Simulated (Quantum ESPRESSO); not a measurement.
# W (Im-3m) in Quantum ESPRESSO: notebook

Aim: see how the results for W move with the level of theory and the settings. Levels: PBEsol, PBE. Tasks: band structure.

All numbers are computed with Quantum ESPRESSO 7.5; they aren't measurements. Logs are shortened: lines on timing, memory, paths and dates and some standing lists are left out, and cuts for length are marked.

### Step 1. Starting point

It takes space group Im-3m (No. 229, cubic). Conventional cell: a = 3.165 Å, b = 3.165 Å, c = 3.165 Å, α = 90.00°, β = 90.00°, γ = 90.00°. W (site symmetry m-3m) is surrounded by 8 W at 2.74 Å.

### Step 2. Band structure, PBEsol

The input, pw.in:

```
&CONTROL
  calculation = 'scf'
  prefix = 'pwscf'
  outdir = './tmp'
  pseudo_dir = './pseudo'
  tprnfor = .true.
  tstress = .true.
  disk_io = 'low'
/
&SYSTEM
  ibrav = 0
  nat = 1
  ntyp = 1
  ecutwfc = 75
  nbnd = 21
  input_dft = 'pbesol'
  occupations = 'smearing'
  smearing = 'fd'
  degauss = 0.00367493
/
&ELECTRONS
  conv_thr = 2d-10
  electron_maxstep = 120
  mixing_beta = 0.5
/
ATOMIC_SPECIES
W    183.8400 W_ONCV_PBE-1.2.upf
CELL_PARAMETERS angstrom
  -1.5823450000    1.5823450000    1.5823450000
   1.5823450000   -1.5823450000    1.5823450000
   1.5823450000    1.5823450000   -1.5823450000
ATOMIC_POSITIONS angstrom
W      0.0000000000    0.0000000000    0.0000000000
K_POINTS automatic
12 12 12 0 0 0
```

The input, pp_density.in:

```
&INPUTPP
  prefix = 'pwscf'
  outdir = './tmp'
  filplot = 'density.dat'
  plot_num = 0
/
&PLOT
  nfile = 1
  filepp(1) = 'density.dat'
  iflag = 3
  output_format = 6
  fileout = 'density.cube'
/
```

The input, pp_potential.in:

```
&INPUTPP
  prefix = 'pwscf'
  outdir = './tmp'
  filplot = 'potential.dat'
  plot_num = 11
/
&PLOT
  nfile = 1
  filepp(1) = 'potential.dat'
  iflag = 3
  output_format = 6
  fileout = 'potential.cube'
/
```

The input, pp_elf.in:

```
&INPUTPP
  prefix = 'pwscf'
  outdir = './tmp'
  filplot = 'elf.dat'
  plot_num = 8
/
&PLOT
  nfile = 1
  filepp(1) = 'elf.dat'
  iflag = 3
  output_format = 6
  fileout = 'elf.cube'
/
```

The input, bands.in:

```
&CONTROL
  calculation = 'bands'
  prefix = 'pwscf'
  outdir = './tmp'
  pseudo_dir = './pseudo'
  disk_io = 'low'
  verbosity = 'high'
/
&SYSTEM
  ibrav = 0
  nat = 1
  ntyp = 1
  ecutwfc = 75
  nbnd = 21
  input_dft = 'pbesol'
  occupations = 'smearing'
  smearing = 'fd'
  degauss = 0.00367493
/
&ELECTRONS
  conv_thr = 1d-08
  electron_maxstep = 120
  mixing_beta = 0.5
  diago_full_acc = .true.
  startingwfc = 'random'
/
ATOMIC_SPECIES
W    183.8400 W_ONCV_PBE-1.2.upf
CELL_PARAMETERS angstrom
  -1.5823450000    1.5823450000    1.5823450000
   1.5823450000   -1.5823450000    1.5823450000
   1.5823450000    1.5823450000   -1.5823450000
ATOMIC_POSITIONS angstrom
W      0.0000000000    0.0000000000    0.0000000000
K_POINTS crystal
60
 0.0000000000  0.0000000000  0.0000000000 1
 0.0416666667 -0.0416666667  0.0416666667 1
 0.0833333333 -0.0833333333  0.0833333333 1
 0.1250000000 -0.1250000000  0.1250000000 1
 0.1666666667 -0.1666666667  0.1666666667 1
 0.2083333333 -0.2083333333  0.2083333333 1
 0.2500000000 -0.2500000000  0.2500000000 1
 0.2916666667 -0.2916666667  0.2916666667 1
 0.3333333333 -0.3333333333  0.3333333333 1
 0.3750000000 -0.3750000000  0.3750000000 1
 0.4166666667 -0.4166666667  0.4166666667 1
 0.4583333333 -0.4583333333  0.4583333333 1
 0.5000000000 -0.5000000000  0.5000000000 1
 0.4375000000 -0.4375000000  0.5000000000 1
 0.3750000000 -0.3750000000  0.5000000000 1
 0.3125000000 -0.3125000000  0.5000000000 1
 0.2500000000 -0.2500000000  0.5000000000 1
 0.1875000000 -0.1875000000  0.5000000000 1
 0.1250000000 -0.1250000000  0.5000000000 1
 0.0625000000 -0.0625000000  0.5000000000 1
 0.0000000000  0.0000000000  0.5000000000 1
 0.0000000000  0.0000000000  0.4444444444 1
 0.0000000000  0.0000000000  0.3888888889 1
 0.0000000000  0.0000000000  0.3333333333 1
 0.0000000000  0.0000000000  0.2777777778 1
 0.0000000000  0.0000000000  0.2222222222 1
 0.0000000000  0.0000000000  0.1666666667 1
 0.0000000000  0.0000000000  0.1111111111 1
 0.0000000000  0.0000000000  0.0555555556 1
 0.0000000000  0.0000000000  0.0000000000 1
 0.0227272727  0.0227272727  0.0227272727 1
 0.0454545455  0.0454545455  0.0454545455 1
 0.0681818182  0.0681818182  0.0681818182 1
 0.0909090909  0.0909090909  0.0909090909 1
 0.1136363636  0.1136363636  0.1136363636 1
 0.1363636364  0.1363636364  0.1363636364 1
 0.1590909091  0.1590909091  0.1590909091 1
 0.1818181818  0.1818181818  0.1818181818 1
 0.2045454545  0.2045454545  0.2045454545 1
 0.2272727273  0.2272727273  0.2272727273 1
 0.2500000000  0.2500000000  0.2500000000 1
 0.2708333333  0.1875000000  0.2708333333 1
 0.2916666667  0.1250000000  0.2916666667 1
 0.3125000000  0.0625000000  0.3125000000 1
 0.3333333333  0.0000000000  0.3333333333 1
 0.3541666667 -0.0625000000  0.3541666667 1
 0.3750000000 -0.1250000000  0.3750000000 1
 0.3958333333 -0.1875000000  0.3958333333 1
 0.4166666667 -0.2500000000  0.4166666667 1
 0.4375000000 -0.3125000000  0.4375000000 1
 0.4583333333 -0.3750000000  0.4583333333 1
 0.4791666667 -0.4375000000  0.4791666667 1
 0.5000000000 -0.5000000000  0.5000000000 1
 0.2500000000  0.2500000000  0.2500000000 1
 0.2083333333  0.2083333333  0.2916666667 1
 0.1666666667  0.1666666667  0.3333333333 1
 0.1250000000  0.1250000000  0.3750000000 1
 0.0833333333  0.0833333333  0.4166666667 1
 0.0416666667  0.0416666667  0.4583333333 1
 0.0000000000  0.0000000000  0.5000000000 1
```

Potentials or basis: SG15 PBE 1.2.

On the command line:

```bash
OMP_NUM_THREADS=1 pw.x -in pw.in > pw.out
OMP_NUM_THREADS=1 pp.x -in pp_density.in > pp_density.out
OMP_NUM_THREADS=1 pp.x -in pp_potential.in > pp_potential.out
OMP_NUM_THREADS=1 pp.x -in pp_elf.in > pp_elf.out
OMP_NUM_THREADS=1 pw.x -in bands.in > bands.out
```

pw.out:

```text
This program is part of the open-source Quantum ESPRESSO suite
     for quantum simulation of materials; please cite
         "P. Giannozzi et al., J. Phys.:Condens. Matter 21 395502 (2009);
         "P. Giannozzi et al., J. Phys.:Condens. Matter 29 465901 (2017);
         "P. Giannozzi et al., J. Chem. Phys. 152 154105 (2020);
     in publications or presentations arising from this work. More details at

     IMPORTANT: XC functional enforced from input :
     Exchange-correlation= PBESOL
                           (   1   4  10   8   0   0   0)
     Any further DFT definition will be discarded
     Please, verify this is what you really want

     Message from routine setup:
     using ibrav=0 with symmetry is DISCOURAGED, use correct ibrav instead

     G-vector sticks info
     --------------------
     sticks:   dense  smooth     PW     G-vecs:    dense   smooth      PW
     Sum         607     607    219                 9405     9405    2093

     Using Slab Decomposition

     bravais-lattice index     =            0
     lattice parameter (alat)  =       5.1792  a.u.
     unit-cell volume          =     106.9449 (a.u.)^3
     number of atoms/cell      =            1
     number of atomic types    =            1
     number of electrons       =        28.00
     number of Kohn-Sham states=           21
     kinetic-energy cutoff     =      75.0000  Ry
     charge density cutoff     =     300.0000  Ry
     scf convergence threshold =      2.0E-10
     mixing beta               =       0.5000
     number of iterations used =            8  plain     mixing
     Exchange-correlation= PBESOL
                           (   1   4  10   8   0   0   0)

     celldm(1)=   5.179176  celldm(2)=   0.000000  celldm(3)=   0.000000
     celldm(4)=   0.000000  celldm(5)=   0.000000  celldm(6)=   0.000000

     crystal axes: (cart. coord. in units of alat)
               a(1) = (  -0.577350   0.577350   0.577350 )
               a(2) = (   0.577350  -0.577350   0.577350 )
               a(3) = (   0.577350   0.577350  -0.577350 )

     reciprocal axes: (cart. coord. in units 2 pi/alat)
               b(1) = ( -0.000000  0.866025  0.866025 )
               b(2) = (  0.866025 -0.000000  0.866025 )
               b(3) = (  0.866025  0.866025  0.000000 )

     PseudoPot. # 1 for W  read from file:
     W_ONCV_PBE-1.2.upf
     Pseudo is Norm-conserving, Zval = 28.0
     Generated using ONCVPSP code by D. R. Hamann
     Using radial grid of  602 points,  8 beta functions with:
                l(1) =   0
                l(2) =   0
                l(3) =   1
                l(4) =   1
                l(5) =   2
                l(6) =   2
                l(7) =   3
                l(8) =   3

     atomic species   valence    mass     pseudopotential
     W                28.00   183.84000     W ( 1.00)

     48 Sym. Ops., with inversion, found

   Cartesian axes

     site n.     atom                  positions (alat units)
         1        W      tau(   1) = (   0.0000000   0.0000000   0.0000000  )

     number of k points=    72  Fermi-Dirac smearing, width (Ry)=  0.0037
                       cart. coord. in units 2pi/alat
        k(    1) = (   0.0000000   0.0000000   0.0000000), wk =   0.0011574
        k(    2) = (   0.0721688   0.0721688   0.0000000), wk =   0.0138889
        k(    3) = (   0.1443376   0.1443376   0.0000000), wk =   0.0138889
        k(    4) = (   0.2165064   0.2165064   0.0000000), wk =   0.0138889
        k(    5) = (   0.2886751   0.2886751   0.0000000), wk =   0.0138889
        k(    6) = (   0.3608439   0.3608439   0.0000000), wk =   0.0138889
[... 64 lines left out ...]
        k(   71) = (  -0.8660254  -0.0721688  -0.0721688), wk =   0.0138889
        k(   72) = (  -0.8660254  -0.8660254  -0.8660254), wk =   0.0011574

     Dense  grid:     9405 G-vectors     FFT dimensions: (  30,  30,  30)

     Initial potential from superposition of free atoms

     starting charge      27.9330, renormalised to      28.0000
     Starting wfcs are random

     Self-consistent Calculation

     iteration #  1     ecut=    75.00 Ry     beta= 0.50
     Davidson diagonalization with overlap
     ethr =  1.00E-02,  avg # of iterations =  8.1

     Threshold (ethr) on eigenvalues was too large:
     Diagonalizing with lowered threshold

     Davidson diagonalization with overlap
     ethr =  3.25E-04,  avg # of iterations =  2.0

     total energy              =    -543.55538671 Ry
     estimated scf accuracy    <       0.08495974 Ry

     iteration #  2     ecut=    75.00 Ry     beta= 0.50
     Davidson diagonalization with overlap
     ethr =  3.03E-04,  avg # of iterations =  2.0

     total energy              =    -543.57090536 Ry
     estimated scf accuracy    <       0.00297279 Ry

     iteration #  3     ecut=    75.00 Ry     beta= 0.50
     Davidson diagonalization with overlap
     ethr =  1.06E-05,  avg # of iterations =  2.8

     total energy              =    -543.57084090 Ry
     estimated scf accuracy    <       0.00056249 Ry
[... 19 lines left out ...]
     total energy              =    -543.57087808 Ry
     estimated scf accuracy    <          2.7E-09 Ry

     iteration #  7     ecut=    75.00 Ry     beta= 0.50
     Davidson diagonalization with overlap
     ethr =  9.70E-12,  avg # of iterations =  3.0

     total energy              =    -543.57087808 Ry
     estimated scf accuracy    <          1.4E-09 Ry

     iteration #  8     ecut=    75.00 Ry     beta= 0.50
     Davidson diagonalization with overlap
     ethr =  5.14E-12,  avg # of iterations =  2.0

     End of self-consistent calculation

          k = 0.0000 0.0000 0.0000 (  1157 PWs)   bands (ev):

   -38.8516  -2.3179  -2.3179  -2.3179   7.3170   7.3170   7.3170   7.3305
     7.3305   7.3305   7.4499  25.6450  34.1521  34.1521  34.1521  37.5858
    37.5858  49.8268  49.8268  49.8268  62.1408

          k = 0.0722 0.0722 0.0000 (  1179 PWs)   bands (ev):

   -38.8427  -2.4117  -2.3471  -2.3184   7.3145   7.3161   7.3163   7.3316
     7.3327   7.3331   7.4466  25.9799  33.9506  34.0996  34.4789  37.2850
    37.5908  50.1027  50.3913  50.6265  59.6269

          k = 0.1443 0.1443 0.0000 (  1165 PWs)   bands (ev):

   -38.8183  -2.6624  -2.4262  -2.3198   7.3078   7.3135   7.3140   7.3351
     7.3387   7.3404   7.4382  26.8959  33.4439  33.8386  35.4345  36.8959
    37.6375  50.5685  51.9791  52.1826  57.2041
[... 403 lines left out ...]
          k =-0.8660-0.0722-0.0722 (  1182 PWs)   bands (ev):

   -38.6244  -3.2537  -3.1954  -3.1696   7.2883   7.2895   7.2897   7.3617
     7.3799   7.3811   7.3816  29.6830  29.7393  39.0347  39.1416  40.6661
    43.5016  44.2428  45.0710  52.5914  57.9638

          k =-0.8660-0.8660-0.8660 (  1168 PWs)   bands (ev):

   -38.6177  -3.2269  -3.2269  -3.2269   7.2887   7.2887   7.2887   7.3589
     7.3824   7.3824   7.3824  29.4880  29.4880  40.6039  40.6039  40.6039
    43.5469  43.5469  43.5469  51.3330  58.5903

     the Fermi energy is    35.2799 ev

!    total energy              =    -543.57087808 Ry
     estimated scf accuracy    <          7.9E-11 Ry
     smearing contrib. (-TS)   =      -0.00032280 Ry
     internal energy E=F+TS    =    -543.57055528 Ry

     The total energy is F=E-TS. E is the sum of the following terms:
     one-electron contribution =    -118.58196178 Ry
     hartree contribution      =      94.23218907 Ry
     xc contribution           =     -42.13559104 Ry
     ewald contribution        =    -477.08519154 Ry

     convergence has been achieved in   8 iterations

     Forces acting on atoms (cartesian axes, Ry/au):

     atom    1 type  1   force =     0.00000000    0.00000000    0.00000000

     Total force =     0.000000     Total SCF correction =     0.000000

     Computing stress (Cartesian axis) and pressure

          total   stress  (Ry/bohr**3)                   (kbar)     P=      -43.21
  -0.00029374  -0.00000000  -0.00000000          -43.21       -0.00       -0.00
  -0.00000000  -0.00029374  -0.00000000           -0.00      -43.21       -0.00
  -0.00000000  -0.00000000  -0.00029374           -0.00       -0.00      -43.21

=------------------------------------------------------------------------------=
   JOB DONE.
=------------------------------------------------------------------------------=
```

Wall time 38 s (1 thread of Arm Neoverse V2, shared host); peak memory 0.09 GiB.

What came out:

```yaml
Free_energy: -7395.6586 eV
Pressure: -4.3 GPa
Band_gap_on_the_k_mesh: none (metal or under the smearing width)
```

Levels at the corners of the path, in eV from the Fermi level:
```tsv
point	band 12	band 13	band 14	band 15	band 16	band 17
Γ	-9.63	-1.13	-1.13	-1.13	2.31	2.31
H	-5.79	-5.79	5.32	5.32	5.32	8.27
N	-6.23	-3.48	0.74	2.21	3.19	6.33
Γ	-9.63	-1.13	-1.13	-1.13	2.31	2.31
P	-2.88	-2.88	-2.88	3.36	3.36	6.57
H	-5.79	-5.79	5.32	5.32	5.32	8.27
P	-2.88	-2.88	-2.88	3.36	3.36	6.57
N	-6.23	-3.48	0.74	2.21	3.19	6.33
```

Caveat: the potentials were made for another functional, which shifts forces and pressure; spin-orbit coupling is left out, which moves the levels of the heavy elements.

### Step 3. Band structure, PBE

Edit pw.in of step 2 so:

```diff
@@ -15,3 +15,2 @@
   nbnd = 21
-  input_dft = 'pbesol'
   occupations = 'smearing'
```

Edit bands.in of step 2 so:

```diff
@@ -14,3 +14,2 @@
   nbnd = 21
-  input_dft = 'pbesol'
   occupations = 'smearing'
```

Potentials or basis: SG15 PBE 1.2.

On the command line:

```bash
OMP_NUM_THREADS=1 pw.x -in pw.in > pw.out
OMP_NUM_THREADS=1 pw.x -in bands.in > bands.out
```

Run time: 37 s. Hardware: 1 thread of Arm Neoverse V2, shared host; peak memory 0.09 GiB.

Results (log left out):

```
Free energy            : -7401.0271 eV
Pressure               : 6.2 GPa
Band gap on the k mesh : none (metal or under the smearing width)
```

Levels at the corners of the path, in eV from the Fermi level:
| point | band 12 | band 13 | band 14 | band 15 | band 16 | band 17 |
| --- | --- | --- | --- | --- | --- | --- |
| Γ | -9.54 | -1.13 | -1.13 | -1.13 | 2.27 | 2.27 |
| H | -5.78 | -5.78 | 5.24 | 5.24 | 5.24 | 8.34 |
| N | -6.19 | -3.47 | 0.77 | 2.19 | 3.14 | 6.23 |
| Γ | -9.54 | -1.13 | -1.13 | -1.13 | 2.27 | 2.27 |
| P | -2.87 | -2.87 | -2.87 | 3.31 | 3.31 | 6.74 |
| H | -5.78 | -5.78 | 5.24 | 5.24 | 5.24 | 8.34 |
| P | -2.87 | -2.87 | -2.87 | 3.31 | 3.31 | 6.74 |
| N | -6.19 | -3.47 | 0.77 | 2.19 | 3.14 | 6.23 |

Caveat: spin-orbit coupling is left out, which moves the levels of the heavy elements.
